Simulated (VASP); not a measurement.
# Gd (Fm-3m) in VASP: single point with PBE+U

Aim: the single point of Gd with PBE+U.

Program: VASP 6.6.1. These are calculated values, not measurements. Logs are shortened: lines on timing, memory, paths and dates and some standing lists are left out, and cuts for length are marked.

### Step 1. The crystal as given

The structure is cubic, space group Fm-3m (No. 225). The conventional cell has a = 5.172 Å, b = 5.172 Å, c = 5.172 Å, α = 90.00°, β = 90.00°, γ = 90.00°. Gd (site symmetry m-3m) is surrounded by 12 Gd at 3.66 Å.

This isn't the form of Gd at room conditions, which is hcp.

### Step 2. Single point, PBE+U, collinear spin, typed start

INCAR

```
SYSTEM = Gd
PREC = Accurate
ENCUT = 520
EDIFF = 1E-6
ISMEAR = -1
SIGMA = 0.05
LREAL = .FALSE.
LASPH = .TRUE.
NELM = 150
ALGO = Normal
ISIF = 2
LWAVE = .FALSE.
LCHARG = .FALSE.
ISPIN = 2
MAGMOM = 7
LORBIT = 11
LMAXMIX = 6
LDAU = .TRUE.
LDAUTYPE = 2
LDAUL = 3
LDAUU = 5
LDAUJ = 0
LDAUPRINT = 1
GGA = PE
NBANDS = 19
```

KPOINTS

```
regular mesh
0
G
  11 11 11
  0 0 0
```

POSCAR

```
Gd
1.0
    0.0000000000      2.5858190855      2.5858190855
    2.5858190855      0.0000000000      2.5858190855
    2.5858190855      2.5858190855      0.0000000000
Gd
1
Direct
    0.0000000000      0.0000000000      0.0000000000
```

Potentials or basis: VASP PAW PBE potentials, release 64 (Gd).

Launch:

```bash
cat potpaw_PBE.64/Gd/POTCAR > POTCAR
mpirun -np 1 vasp_std > vasp.out
```

OUTCAR:

```text
SYSTEM = Gd
   PREC = Accurate
   ENCUT = 520
   EDIFF = 1E-6
   ISMEAR = -1
   LREAL = .FALSE.
   LASPH = .TRUE.
   NELM = 150
   ISIF = 2
   ISPIN = 2
   LORBIT = 11
   GGA = PE

 ion  position               nearest neighbor table
   1  0.000  0.000  0.000-

  LATTYP: Found a face centered cubic cell.
 ALAT       =     5.1716381710

  Lattice vectors:

 A1 = (   0.0000000000,   2.5858190855,   2.5858190855)
 A2 = (   2.5858190855,   0.0000000000,   2.5858190855)
 A3 = (   2.5858190855,   2.5858190855,   0.0000000000)

Analysis of symmetry for initial positions (statically):
=====================================================================
 Subroutine PRICEL returns:
 Original cell was already a primitive cell.

 Routine SETGRP: Setting up the symmetry group for a
 face centered cubic supercell.

 Subroutine GETGRP returns: Found 48 space group operations
 (whereof 48 operations were pure point group operations)
 out of a pool of 48 trial point group operations.

The static configuration has the point symmetry O_h .

Analysis of symmetry for dynamics (positions and initial velocities):
=====================================================================
 Subroutine PRICEL returns:
 Original cell was already a primitive cell.

 Routine SETGRP: Setting up the symmetry group for a
 face centered cubic supercell.

 Subroutine GETGRP returns: Found 48 space group operations
 (whereof 48 operations were pure point group operations)
 out of a pool of 48 trial point group operations.

The dynamic configuration has the point symmetry O_h .

Analysis of structural, dynamic, and magnetic symmetry:
=====================================================================
 Subroutine PRICEL returns:
 Original cell was already a primitive cell.

 Routine SETGRP: Setting up the symmetry group for a
 face centered cubic supercell.

 Subroutine GETGRP returns: Found 48 space group operations
 (whereof 48 operations were pure point group operations)
 out of a pool of 48 trial point group operations.

The overall configuration has the point symmetry O_h .

 Subroutine INISYM returns: Found 48 space group operations
 (whereof 48 operations are pure point group operations),
 and found     1 'primitive' translations

----------------------------------------------------------------------------------------

                                     Primitive cell

  volume of cell :      34.5800

  direct lattice vectors                    reciprocal lattice vectors
     0.000000000  2.585819085  2.585819085    -0.193362329  0.193362329  0.193362329
     2.585819085  0.000000000  2.585819085     0.193362329 -0.193362329  0.193362329
     2.585819085  2.585819085  0.000000000     0.193362329  0.193362329 -0.193362329

  length of vectors
     3.656900421  3.656900421  3.656900421     0.334913378  0.334913378  0.334913378

  position of ions in fractional coordinates (direct lattice)
     0.000000000  0.000000000  0.000000000

  ion indices of the primitive-cell ions
   primitive index   ion index
[... 98 lines left out ...]
 LDA+U is selected, type is set to LDAUTYPE =  2
   angular momentum for each species LDAUL =     3
   U (eV)           for each species LDAUU =   5.0
   J (eV)           for each species LDAUJ =   0.0
   GGA     = PE    functional components
   LHFCALC =     F    Hartree Fock is set to
   AEXX    =    0.0000 exact exchange contribution
   IVDW    =     0    specifies the selected vdW correction
   LEPSILON=     F    determine dielectric tensor
   LRPA    =     F    only Hartree local field effects (RPA)
 spin polarized calculation
  energy-cutoff  :      520.00
  volume of cell :       34.58
 maximum number of plane-waves:       950
   NGX = 13   NGY = 13   NGZ = 13

atom =   1  type =  1  l = 3

 onsite density matrix

spin component  1

  0.9898 -0.0000  0.0003 -0.0000  0.0000 -0.0000  0.0000
 -0.0000  0.9904  0.0000  0.0000  0.0000 -0.0000  0.0000
  0.0003  0.0000  0.9896 -0.0000 -0.0000  0.0000 -0.0000
 -0.0000  0.0000 -0.0000  0.9900  0.0000 -0.0000  0.0000
  0.0000  0.0000 -0.0000  0.0000  0.9896 -0.0000 -0.0003
 -0.0000 -0.0000  0.0000 -0.0000 -0.0000  0.9893  0.0000
  0.0000  0.0000 -0.0000  0.0000 -0.0003  0.0000  0.9898

spin component  2

  0.0008  0.0000  0.0002  0.0000  0.0000  0.0000 -0.0000
  0.0000  0.0004 -0.0000 -0.0000 -0.0000 -0.0000 -0.0000
  0.0002 -0.0000  0.0007  0.0000  0.0000 -0.0000  0.0000
  0.0000 -0.0000  0.0000  0.0010  0.0000  0.0000 -0.0000
  0.0000 -0.0000  0.0000  0.0000  0.0007 -0.0000 -0.0002
  0.0000 -0.0000 -0.0000  0.0000 -0.0000  0.0006  0.0000
 -0.0000 -0.0000  0.0000 -0.0000 -0.0002  0.0000  0.0008

 occupancies and eigenvectors

  o =  0.0004  v =  0.0000  0.0000  0.0000  0.0000  0.0000  0.0000  0.0000 -0.0000  1.0000  0.0000  0.0000  0.0000  0.0000  0.0000      0.0000  0.0000  0.0000  0.0000  0.0000  0.0000  0.0000  0.0000  0.0000  0.0000  0.0000  0.0000  0.0000  0.0000
  o =  0.0006  v =  0.0000  0.0000  0.0000  0.0000  0.0000  0.0000  0.0000  0.6124  0.0000 -0.7906  0.0000  0.0016 -0.0001  0.0013      0.0000  0.0000  0.0000  0.0000  0.0000  0.0000  0.0000  0.0000  0.0000  0.0000  0.0000  0.0000  0.0000  0.0000
  o =  0.0006  v =  0.0000  0.0000  0.0000  0.0000  0.0000  0.0000  0.0000  0.0013  0.0000 -0.0016 -0.0000 -0.7906  0.0000 -0.6124      0.0000  0.0000  0.0000  0.0000  0.0000  0.0000  0.0000  0.0000  0.0000  0.0000  0.0000  0.0000  0.0000  0.0000
  o =  0.0006  v =  0.0000  0.0000  0.0000  0.0000  0.0000  0.0000  0.0000 -0.0000  0.0000  0.0001  0.0000 -0.0000 -1.0000 -0.0000      0.0000  0.0000  0.0000  0.0000  0.0000  0.0000  0.0000  0.0000  0.0000  0.0000  0.0000  0.0000  0.0000  0.0000
  o =  0.0010  v =  0.0000  0.0000  0.0000  0.0000  0.0000  0.0000  0.0000 -0.0002 -0.0000 -0.0001  1.0000 -0.0003  0.0000  0.0004      0.0000  0.0000  0.0000  0.0000  0.0000  0.0000  0.0000  0.0000  0.0000  0.0000  0.0000  0.0000  0.0000  0.0000
  o =  0.0010  v =  0.0000  0.0000  0.0000  0.0000  0.0000  0.0000  0.0000  0.0002  0.0000  0.0002 -0.0005 -0.6124 -0.0000  0.7906      0.0000  0.0000  0.0000  0.0000  0.0000  0.0000  0.0000  0.0000  0.0000  0.0000  0.0000  0.0000  0.0000  0.0000
  o =  0.0010  v =  0.0000  0.0000  0.0000  0.0000  0.0000  0.0000  0.0000  0.7906 -0.0000  0.6124  0.0002  0.0002 -0.0000 -0.0002      0.0000  0.0000  0.0000  0.0000  0.0000  0.0000  0.0000  0.0000  0.0000  0.0000  0.0000  0.0000  0.0000  0.0000
  o =  0.9893  v = -0.0000 -0.0000  0.0000 -0.0000  0.0018 -1.0000  0.0014  0.0000  0.0000  0.0000  0.0000  0.0000  0.0000  0.0000      0.0000  0.0000  0.0000  0.0000  0.0000  0.0000  0.0000  0.0000  0.0000  0.0000  0.0000  0.0000  0.0000  0.0000
  o =  0.9893  v = -0.0009 -0.0000  0.0012  0.0000  0.7906  0.0023  0.6124  0.0000  0.0000  0.0000  0.0000  0.0000  0.0000  0.0000      0.0000  0.0000  0.0000  0.0000  0.0000  0.0000  0.0000  0.0000  0.0000  0.0000  0.0000  0.0000  0.0000  0.0000
  o =  0.9893  v = -0.6124  0.0000  0.7906 -0.0000 -0.0012  0.0000 -0.0009  0.0000  0.0000  0.0000  0.0000  0.0000  0.0000  0.0000      0.0000  0.0000  0.0000  0.0000  0.0000  0.0000  0.0000  0.0000  0.0000  0.0000  0.0000  0.0000  0.0000  0.0000
  o =  0.9900  v =  0.0001 -0.0000  0.0001  0.9908 -0.0828 -0.0000  0.1069  0.0000  0.0000  0.0000  0.0000  0.0000  0.0000  0.0000      0.0000  0.0000  0.0000  0.0000  0.0000  0.0000  0.0000  0.0000  0.0000  0.0000  0.0000  0.0000  0.0000  0.0000
  o =  0.9900  v =  0.7906  0.0000  0.6124  0.0002  0.0014 -0.0000 -0.0018  0.0000  0.0000  0.0000  0.0000  0.0000  0.0000  0.0000      0.0000  0.0000  0.0000  0.0000  0.0000  0.0000  0.0000  0.0000  0.0000  0.0000  0.0000  0.0000  0.0000  0.0000
  o =  0.9900  v = -0.0018 -0.0000 -0.0014  0.1352  0.6068 -0.0000 -0.7833  0.0000  0.0000  0.0000  0.0000  0.0000  0.0000  0.0000      0.0000  0.0000  0.0000  0.0000  0.0000  0.0000  0.0000  0.0000  0.0000  0.0000  0.0000  0.0000  0.0000  0.0000
  o =  0.9904  v =  0.0000 -1.0000  0.0000 -0.0000 -0.0000  0.0000  0.0000  0.0000  0.0000  0.0000  0.0000  0.0000  0.0000  0.0000      0.0000  0.0000  0.0000  0.0000  0.0000  0.0000  0.0000  0.0000  0.0000  0.0000  0.0000  0.0000  0.0000  0.0000

 number of electron      18.0000002 magnetization       7.8582147

 Free energy of the ion-electron system (eV)
  ---------------------------------------------------
  ext. energy  EPLUGINS =         0.00000000
  ---------------------------------------------------
  free energy    TOTEN  =       -11.40755093 eV

  energy without entropy =      -11.39558876  energy(sigma->0) =      -11.40156984

 E-fermi :   2.8620     XC(G=0):  -9.7868

 val. band max:        2.8470327751   @ k =  -0.2727   0.2727   0.0909
 cond. band min:       2.8748752385   @ k =  -0.2727   0.3636   0.0909
 fundamental gap:      0.0278424634
 Fermi energy:         2.8620248581

 spin component 1

 k-point     1 :       0.0000    0.0000    0.0000
  band No.  band energies     occupation
      1     -42.7824      1.00000
      2     -19.8084      1.00000
      3     -19.8084      1.00000
      4     -19.8084      1.00000
      5      -4.9482      1.00000
      6      -4.8923      1.00000
[... 1049 lines left out ...]
     18      13.6111      0.00000
     19      16.2425      0.00000

 [... further k-points ...]

------------------------ aborting loop because EDIFF is reached ----------------------------------------

  FORCE on cell =-STRESS in cart. coord.  units (eV):
  Direction    XX          YY          ZZ          XY          YZ          ZX
  --------------------------------------------------------------------------------------
  -------------------------------------------------------------------------------------
  Total       -0.1219717     -0.1219717     -0.1219717     -0.0000000     -0.0000000      0.0000000
  in kB       -5.6512600     -5.6512600     -5.6512600     -0.0000000     -0.0000000      0.0000000
  external PRESSURE =      -5.6512600 kB  Pullay stress =       0.0000000 kB

 VOLUME and BASIS-vectors are now :
 -----------------------------------------------------------------------------
  energy-cutoff  :      520.00
  volume of cell :       34.58
      direct lattice vectors                 reciprocal lattice vectors
     0.000000000  2.585819085  2.585819085    -0.193362329  0.193362329  0.193362329
     2.585819085  0.000000000  2.585819085     0.193362329 -0.193362329  0.193362329
     2.585819085  2.585819085  0.000000000     0.193362329  0.193362329 -0.193362329

 POSITION                                       TOTAL-FORCE (eV/Angst)
 -----------------------------------------------------------------------------------
      0.00000      0.00000      0.00000        -0.000000      0.000000     -0.000000
 -----------------------------------------------------------------------------------
    total drift:                               -0.000000     -0.000000     -0.000000

  FREE ENERGIE OF THE ION-ELECTRON SYSTEM (eV)
  ---------------------------------------------------
  free  energy   TOTEN  =       -11.4075509296 eV

  energy  without entropy=      -11.3955887555  energy(sigma->0) =      -11.40156984

 total charge

# of ion       s       p       d       f       tot
--------------------------------------------------
    1        2.073   5.571   0.587   6.929  15.158

 magnetization (x)

# of ion       s       p       d       f       tot
--------------------------------------------------
    1        0.002  -0.054   0.260   6.919   7.126
```

It took 80 s on 1 thread of Intel Xeon Platinum 8259CL at 2.50GHz (Skylake/Cascade Lake), shared host; peak memory 0.22 GiB.

Results:

| Quantity | Value |
| --- | --- |
| Free energy | -11.4076 eV |
| Pressure | -0.6 GPa |
| Band gap on the k mesh | none (metal or under the smearing width) |
| Net moment | 7.86 μB per cell |
| Site moments | Gd +7.13 μB |
| Valence electrons inside the program's atomic spheres | Gd 15.16 |

Levels at points of the mesh, in eV from the Fermi level:
Spin up:
```csv
k point,band 9,band 10,band 11,band 12,band 13,band 14,band 15,band 16,band 17,band 18
"(0.00, 0.00, 0.00)",-7.68,-7.68,-7.68,-5.17,1.13,1.13,1.13,3.29,3.29,8.35
```
Spin down:
| k point | band 2 | band 3 | band 4 | band 5 | band 6 | band 7 | band 8 | band 9 |
| --- | --- | --- | --- | --- | --- | --- | --- | --- |
| (0.00, 0.00, 0.00) | -20.22 | -20.22 | -20.22 | -4.18 | 2.32 | 2.35 | 2.35 | 2.35 |

Eigenvalues of the final occupation matrices:
```csv
site,spin,trace,eigenvalues
site 1 f,1,6.93,0.99 0.99 0.99 0.99 0.99 0.99 0.99
site 1 f,2,0.01,0.00 0.00 0.00 0.00 0.00 0.00 0.00
```

Caveat: spin-orbit coupling is left out, which moves the levels of the heavy elements. The state reached can hang on the start; a lower one may exist.
